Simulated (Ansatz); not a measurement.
# Thickness series of a Al/AlN/Au junction, part 2 of 6

Wanted: T(E), the conductance and its decay constant for Al/AlN/Au. The lower electrode is Al fcc(111), the upper one Au fcc(111); the barrier is AlN rock salt(111) (N and N faces). In the first transport cell, after relaxation, the nearest pair of electrode and barrier is Al–N at 1.79 Å, along the normal, at the lower face and Au–N at 2.45 Å, at a slant, at the upper one. All share a net of side 2.857 Å, which strains the lower electrode by +0.0 %, the upper one by -2.9 % and the barrier by -0.7 %, against typed lattice constants near PBE's. The first steps treat the bulk electrodes alone.

Ansatz 0.2.0; PBE DFT, plane waves, PAW files (the session's first sound run).

So far: The starting structure; Layer spacing of the electrode, electrode Al fcc(111); The strained electrode, electrode Au fcc(111).

## Step 4: Relaxation

System of this step: Al/AlN/Au. The cell holds 17 atoms: 8 Al, 5 N and 4 Au. Its edges and angles: a = 2.857 Å, b = 2.857 Å, c = 43.096 Å, α = 90.0°, β = 90.0°, γ = 120.0°. Vacuum lies along c.

Tunnelling depends exponentially on distance, so the interfaces are relaxed first. A short slab in vacuum serves: only the barrier and the layers next to it are taken over, and later cells can add or drop layers in the barrier's middle. The dipole correction removes the field that unlike faces would set up across the vacuum.

File input.yaml:

```yaml
crystal:
  lattice:
    - [2.857, 0.0, 0.0]
    - [-1.4285, 2.4742345786, 0.0]
    - [0.0, 0.0, 43.0961787986]
  atoms:
    - { symbol: Al, position: [0.0, 0.0, 0.1856313071] }
    - { symbol: Al, position: [0.33333333, 0.66666667, 0.2397504935] }
    - { symbol: Al, position: [0.66666667, 0.33333333, 0.29386968] }
    - { symbol: Al, position: [0.0, 0.0, 0.3479888665] }
    - { symbol: "N", position: [0.0, 0.0, 0.3937005758] }
    - { symbol: Al, position: [0.33333333, 0.66666667, 0.4211017871] }
    - { symbol: "N", position: [0.66666667, 0.33333333, 0.4485029984] }
    - { symbol: Al, position: [0.0, 0.0, 0.4759042097] }
    - { symbol: "N", position: [0.33333333, 0.66666667, 0.5033054209] }
    - { symbol: Al, position: [0.66666667, 0.33333333, 0.5307066322] }
    - { symbol: "N", position: [0.0, 0.0, 0.5581078435] }
    - { symbol: Al, position: [0.33333333, 0.66666667, 0.5855090547] }
    - { symbol: "N", position: [0.66666667, 0.33333333, 0.612910266] }
    - { symbol: Au, position: [0.0, 0.0, 0.6438123007] }
    - { symbol: Au, position: [0.33333333, 0.66666667, 0.7006644314] }
    - { symbol: Au, position: [0.66666667, 0.33333333, 0.7575165622] }
    - { symbol: Au, position: [0.0, 0.0, 0.8143686929] }
kpoints:
  mp_grid: { grid: [12, 12, 1] }
scf:
  occupations: { method: fermi_dirac, width: 0.1 }
  max_iter: 150
hamiltonian:
  xc: pbe
efield:
  axis: 3
  dipole_correction: true
relax:
  f_tol: 0.04
  max_steps: 60
output:
  forces: true
```

Command:

```console
$ ansatz run input.yaml --threads 4 --pin off --max-ram 10240MiB --backend cpu --events-out ev --progress --plain --runs-dir out
```

Numbers of over 12 decimals in the logs are rounded to 6 here.

Output:

```text
[...]
Crystal: 17 atoms, lattice volume = 304.642 Å³
Basis set: ecut = 420 eV, 6001 PW (Γ), exchange–correlation on 40×40×600 points (8 copies of the dense FFT grid, shifted against one another)
Bands: 80, of which v1, the nominal top of the filled ones, is band 63 counted from 1 (62 counted from 0)
Symmetry: 6 space group operations
[...]
k-points: 19 of 144 (time reversal used)
[...]
SCF iter   1: F=—  HF=-58822.400932 eV  |F-HF|=—  |Δ(HF+E_count)|=         —  Δρ=1.47e-2  dr2=6.91e1  ethr=1.77e-3  p=-0.061 e·Å  D=-3.60e-2 V/Å  ΔV_dip=1.55 eV  dr2_dipole=6.57e1  V_vac-E_F(+/−)=5.08/3.53 eV  ⟨swp⟩=10.4  Hψ=8362  notcnv=0  defer=70
efield: sawtooth ramp at fractional position 0.9500 (placed from the atoms, in the widest stretch of the axis that holds none; the zero of the levels goes with the place), width 0.1000; the density the first Hamiltonian is built on has a dipole p = -0.061 e·Å; the dipole correction subtracts the counter field D = -3.60e-2 V/Å, which shifts the + side's vacuum level by +1.55 eV against the − side's; the planar-averaged density in the ramp window peaks in size at 2.1e-4 e/Å³
[...]
SCF iter   2: F=—  HF=-58822.061894 eV  |F-HF|=—  |Δ(HF+E_count)|=   3.39e-1  Δρ=4.96e-3  dr2=7.14e0  ethr=1.77e-3  p=-0.035 e·Å  D=-2.05e-2 V/Å  ΔV_dip=0.88 eV  dr2_dipole=8.09e0  V_vac-E_F(+/−)=5.23/4.35 eV  ⟨swp⟩=2.8  Hψ=1886  notcnv=0  defer=118
[...]
SCF iter   9: F=-58822.015377 eV  HF=-58822.015378 eV  |F-HF|=1.21e-6  |Δ(HF+E_count)|=   6.03e-7  Δρ=1.13e-5  dr2=1.24e-6  ethr=3.20e-8  p=-0.041 e·Å  D=-2.46e-2 V/Å  ΔV_dip=1.06 eV  dr2_dipole=1.87e-7  V_vac-E_F(+/−)=5.27/4.21 eV  ⟨swp⟩=4.4  Hψ=4830  notcnv=0
SCF 1 converged in 9 iterations: F = -58822.015377 eV  dr2 = 1.24e-6
[...]
relax step   1: F+E_penalty+E_count = -58822.01537725 eV  Δ(F+E_penalty+E_count) = +0.000e0 eV  max|allowed force component| = 4.730e0 eV/Å  Δτ_max = 0.0000 Å  (9 SCF iters, dr2 threshold 4.00e-5 eV, accepted)
[...]
SCF iter   1: F=—  HF=-58823.170784 eV  |F-HF|=—  |Δ(HF+E_count)|=         —  Δρ=1.52e-2  dr2=1.23e1  ethr=3.10e-3  p=-0.041 e·Å  D=-2.46e-2 V/Å  ΔV_dip=1.06 eV  dr2_dipole=2.93e0  V_vac-E_F(+/−)=5.46/4.40 eV  ⟨swp⟩=5.3  Hψ=4591  notcnv=0  defer=88
efield: sawtooth ramp at fractional position 0.9500 (handed on by an earlier solve), width 0.1000; the density the first Hamiltonian is built on has a dipole p = -0.041 e·Å; the dipole correction subtracts the counter field D = -2.46e-2 V/Å, which shifts the + side's vacuum level by +1.06 eV against the − side's; the planar-averaged density in the ramp window peaks in size at 1.9e-5 e/Å³
[...]
SCF iter   2: F=—  HF=-58822.985641 eV  |F-HF|=—  |Δ(HF+E_count)|=   1.85e-1  Δρ=4.96e-3  dr2=1.92e-1  ethr=3.10e-3  p=-0.040 e·Å  D=-2.40e-2 V/Å  ΔV_dip=1.03 eV  dr2_dipole=4.11e-3  V_vac-E_F(+/−)=5.24/4.20 eV  ⟨swp⟩=2.0  Hψ=1881  notcnv=0  defer=126
[...]
SCF iter   7: F=-58822.955766 eV  HF=-58822.955781 eV  |F-HF|=1.52e-5  |Δ(HF+E_count)|=   1.06e-5  Δρ=3.45e-5  dr2=1.37e-5  ethr=8.00e-8  p=-0.045 e·Å  D=-2.68e-2 V/Å  ΔV_dip=1.16 eV  dr2_dipole=4.60e-6  V_vac-E_F(+/−)=5.36/4.20 eV  ⟨swp⟩=3.2  Hψ=5760  notcnv=0
SCF 2 converged in 7 iterations: F = -58822.955766 eV  dr2 = 1.37e-5
[...]
relax step   2: F+E_penalty+E_count = -58822.95576552 eV  Δ(F+E_penalty+E_count) = -9.404e-1 eV  max|allowed force component| = 1.933e0 eV/Å  Δτ_max = 0.1927 Å  (7 SCF iters, dr2 threshold 1.00e-4 eV, accepted)
SCF iter   1: F=—  HF=-58823.737147 eV  |F-HF|=—  |Δ(HF+E_count)|=         —  Δρ=2.10e-2  dr2=2.32e1  ethr=3.10e-3  p=-0.045 e·Å  D=-2.68e-2 V/Å  ΔV_dip=1.16 eV  dr2_dipole=2.71e0  V_vac-E_F(+/−)=5.61/4.45 eV  ⟨swp⟩=5.3  Hψ=4868  notcnv=0  defer=103
[...]
SCF iter   8: F=-58823.256482 eV  HF=-58823.256507 eV  |F-HF|=2.45e-5  |Δ(HF+E_count)|=   1.02e-6  Δρ=4.62e-5  dr2=2.73e-5  ethr=8.00e-8  p=-0.044 e·Å  D=-2.62e-2 V/Å  ΔV_dip=1.13 eV  dr2_dipole=2.30e-7  V_vac-E_F(+/−)=5.33/4.20 eV  ⟨swp⟩=3.1  Hψ=5632  notcnv=0
SCF 3 converged in 8 iterations: F = -58823.256482 eV  dr2 = 2.73e-5
relax step   3: F+E_penalty+E_count = -58823.25648235 eV  Δ(F+E_penalty+E_count) = -3.007e-1 eV  max|allowed force component| = 5.767e-1 eV/Å  Δτ_max = 0.2000 Å  (8 SCF iters, dr2 threshold 1.00e-4 eV, accepted)
[...]
relax step   4: F+E_penalty+E_count = -58823.29636691 eV  Δ(F+E_penalty+E_count) = -3.988e-2 eV  max|allowed force component| = 1.443e-1 eV/Å  Δτ_max = 0.0631 Å  (7 SCF iters, dr2 threshold 2.96e-5 eV, accepted)
[...]
relax step   5: F+E_penalty+E_count = -58823.29752093 eV  Δ(F+E_penalty+E_count) = -1.154e-3 eV  max|allowed force component| = 8.415e-2 eV/Å  Δτ_max = 0.0150 Å  (8 SCF iters, accepted)
SCF iter   1: F=—  HF=-58823.298122 eV  |F-HF|=—  |Δ(HF+E_count)|=         —  Δρ=3.73e-4  dr2=6.24e-3  ethr=3.00e-5  p=-0.044 e·Å  D=-2.62e-2 V/Å  ΔV_dip=1.13 eV  dr2_dipole=1.51e-3  V_vac-E_F(+/−)=5.33/4.20 eV  ⟨swp⟩=2.1  Hψ=2063  notcnv=0  defer=134
[...]
SCF iter   7: F=-58823.297749 eV  HF=-58823.297749 eV  |F-HF|=6.84e-10  |Δ(HF+E_count)|=   8.63e-9  Δρ=1.19e-6  dr2=1.72e-8  ethr=8.00e-11  p=-0.044 e·Å  D=-2.62e-2 V/Å  ΔV_dip=1.13 eV  dr2_dipole=1.93e-10  V_vac-E_F(+/−)=5.33/4.20 eV  ⟨swp⟩=4.0  Hψ=4572  notcnv=0
SCF 6 converged in 7 iterations: F = -58823.297749 eV  dr2 = 1.72e-8
relax step   6: F+E_penalty+E_count = -58823.29774858 eV  Δ(F+E_penalty+E_count) = -2.277e-4 eV  max|allowed force component| = 6.274e-3 eV/Å  Δτ_max = 0.0040 Å  (7 SCF iters, accepted)
SCF converged after 7 iterations
Free energy (F): -58823.297749 eV
[...]
Internal energy: -58823.092398 eV  (E = F + TS)
E sigma→0 (E₀):  -58823.195073 eV
Entropy (-TS):   -0.205350 eV (-12.079 meV/atom)
Fermi energy:    7.333956 eV
Dipole field:    D = -0.026217 V/Å  (p = -0.044137 e·Å, saw-weighted, corrected)
Work function:   Φ+ = 5.3311 eV   Φ− = 4.2013 eV
Levels:          The Fermi level and band energies are counted from a zero that moves with the ramp; work functions are not
[...]
--- Forces (eV/Å), atoms counted from 1 ---
  atom   1  Al    -0.00000000     0.00000000     0.00081138
  atom   2  Al    -0.00000000     0.00000000    -0.00175558
  atom   3  Al     0.00000000    -0.00000000     0.00002673
  atom   4  Al     0.00000000    -0.00000000     0.00154557
  atom   5  N     -0.00000000     0.00000000    -0.00001857
  atom   6  Al     0.00000000    -0.00000000    -0.00627219
  atom   7  N     -0.00000000     0.00000000     0.00368273
  atom   8  Al     0.00000000    -0.00000000    -0.00161970
  atom   9  N      0.00000000    -0.00000000     0.00233515
  atom  10  Al     0.00000000    -0.00000000     0.00147607
  atom  11  N      0.00000000    -0.00000000    -0.00047173
  atom  12  Al    -0.00000000     0.00000000    -0.00261518
  atom  13  N      0.00000000    -0.00000000     0.00171042
  atom  14  Au    -0.00000000     0.00000000     0.00133708
  atom  15  Au    -0.00000000     0.00000000    -0.00011999
  atom  16  Au    -0.00000000     0.00000000    -0.00008804
  atom  17  Au    -0.00000000     0.00000000     0.00005990
  max |Σ_I F_I| component: 2.41e-5 eV/Å
--- Relaxed structure (6 steps of the walk, 6 accepted, 0 SCFs on fresh bases) ---
  F+E_penalty+E_count = -58823.29774858 eV   max|allowed force component| = 6.274e-3 eV/Å
  atoms:
    - { symbol: Al, position: [1.601452674887001e-18, 0, 0.188500] }
    - { symbol: Al, position: [0.333333, 0.666667, 0.243356] }
    - { symbol: Al, position: [0.666667, 0.333333, 0.297954] }
    - { symbol: Al, position: [1.740198752938549e-18, 0, 0.351106] }
    - { symbol: N, position: [-6.288460903222566e-19, 0, 0.392574] }
    - { symbol: Al, position: [0.333333, 0.666667, 0.415944] }
    - { symbol: N, position: [0.666667, 0.333333, 0.445315] }
    - { symbol: Al, position: [-2.363339125697296e-18, 0, 0.471671] }
    - { symbol: N, position: [0.333333, 0.666667, 0.499701] }
    - { symbol: Al, position: [0.666667, 0.333333, 0.526617] }
    - { symbol: N, position: [-2.3669711488545593e-18, 0, 0.553868] }
    - { symbol: Al, position: [0.333333, 0.666667, 0.582189] }
    - { symbol: N, position: [0.666667, 0.333333, 0.606387] }
    - { symbol: Au, position: [2.536876916748395e-18, 0, 0.648357] }
    - { symbol: Au, position: [0.333333, 0.666667, 0.704864] }
    - { symbol: Au, position: [0.666667, 0.333333, 0.762717] }
    - { symbol: Au, position: [4.389214776482133e-18, 0, 0.822231] }
```

Run time: 63 s. Hardware: 4 threads of Arm Neoverse V1, shared host; peak memory 0.98 GiB; 4.1 min of CPU time.

This run has no spin polarisation although its electron count is odd.

The steps of the relaxation:

```tsv
step	energy less that of the first step (eV)	largest force component (eV/Å)
1	0.0000	4.7296
2	-0.9404	1.9332
3	-1.2411	0.5767
4	-1.2810	0.1443
5	-1.2821	0.0841
6	-1.2824	0.0063
```

The run keeps the 6 symmetry operations that it works with, so distortions that break them were not tested.

The atoms that moved most (Å):

```tsv
atom	dx	dy	dz	length
Au17	0.000	0.000	0.339	0.339
N13	0.000	0.000	-0.281	0.281
Au16	0.000	0.000	0.224	0.224
Al6	0.000	0.000	-0.222	0.222
Au14	0.000	0.000	0.196	0.196
N11	0.000	0.000	-0.183	0.183
Al8	0.000	0.000	-0.182	0.182
Au15	0.000	0.000	0.181	0.181
```

Final coordinates:

```cif
data_structure
_symmetry_space_group_name_H-M 'P 1'
_symmetry_Int_Tables_number 1
_cell_length_a 2.8570
_cell_length_b 2.8570
_cell_length_c 43.0962
_cell_angle_alpha 90.000
_cell_angle_beta 90.000
_cell_angle_gamma 120.000
_cell_volume 304.64
loop_
_atom_site_label
_atom_site_type_symbol
_atom_site_fract_x
_atom_site_fract_y
_atom_site_fract_z
_atom_site_occupancy
Al1 Al 0.00000 0.00000 0.18850 1
Al2 Al 0.33333 0.66667 0.24336 1
Al3 Al 0.66667 0.33333 0.29795 1
Al4 Al 0.00000 0.00000 0.35111 1
N5 N 0.00000 0.00000 0.39257 1
Al6 Al 0.33333 0.66667 0.41594 1
N7 N 0.66667 0.33333 0.44532 1
Al8 Al 0.00000 0.00000 0.47167 1
N9 N 0.33333 0.66667 0.49970 1
Al10 Al 0.66667 0.33333 0.52662 1
N11 N 0.00000 0.00000 0.55387 1
Al12 Al 0.33333 0.66667 0.58219 1
N13 N 0.66667 0.33333 0.60639 1
Au14 Au 0.00000 0.00000 0.64836 1
Au15 Au 0.33333 0.66667 0.70486 1
Au16 Au 0.66667 0.33333 0.76272 1
Au17 Au 0.00000 0.00000 0.82223 1
```

Numbers from this step:

```yaml
free_energy: -58823.2977 eV
fermi_energy: 7.334 eV
work_function_upper_face: 5.331 eV
work_function_lower_face: 4.201 eV
dipole_moment: -0.04414 e·Å
dipole_field: -0.02622 V/Å
```

The largest force component on a free atom ends at 0.0063 eV/Å. The work functions of the outer faces are 4.20 and 5.33 eV.

(Part 2 of 6 ends here.)

[Logs are printed without paths, hosts, clocks, repeated set-up lines and the standing remarks that a program may print on its own settings, such as how far it seeks lower states.]

[Hosts, paths, dates, database ids (printed as entryN), source tags and the programs' standing remarks are cut or masked in the printed files.]
